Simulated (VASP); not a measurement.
A run of VASP 6.6.1 is set up as follows.

File INCAR:

```
SYSTEM = SnTe
PREC = Accurate ; ENCUT = 520
EDIFF = 1E-6 ; ISMEAR = 0
SIGMA = 0.01 ; LREAL = .FALSE.
LASPH = .TRUE. ; NELM = 100
ALGO = Normal ; ISIF = 2
LWAVE = .FALSE. ; LCHARG = .FALSE.
GGA = PS ; NBANDS = 17
```

Contents of KPOINTS:

```
regular mesh
0
G
  6 6 6
  0 0 0
```

POSCAR

```
SnTe
1.0
    0.0000000000      3.1508500000      3.1508500000
    3.1508500000      0.0000000000      3.1508500000
    3.1508500000      3.1508500000      0.0000000000
Sn Te
1 1
Direct
    0.0000000000      0.0000000000      0.0000000000
    0.5000000000      0.5000000000      0.5000000000
```

Potentials or basis: VASP PAW PBE potentials, release 64 (Sn_d, Te).

Command:

```console
$ cat potpaw_PBE.64/Sn_d/POTCAR potpaw_PBE.64/Te/POTCAR > POTCAR
$ mpirun -np 1 vasp_std > vasp.out
```

Task: What does it give for the band gap on the k mesh?

Result: 0.14 eV, direct.

Task: Predict the pressure.

Result: -0.4 GPa.

Caveat: the PAW data sets were made with another functional, which shifts forces and pressure a little; spin-orbit coupling is left out, which moves the levels of the heavy elements.

**What was measured.**

From a printed reference work, textbook, for a bulk crystal of SnTe at 300 K: band gap 0.18 eV (direct).

Against the measured gap of SnTe, 0.18 eV (direct; 300 K; a printed reference work, textbook), the calculated 0.14 eV is off by -0.04 eV. Spin-orbit coupling on Sn, Te is left out. The value is that of PBEsol on a finite k mesh, which can miss the band edges, without temperature or zero-point motion. Semilocal functionals fall short of measured gaps as a rule.
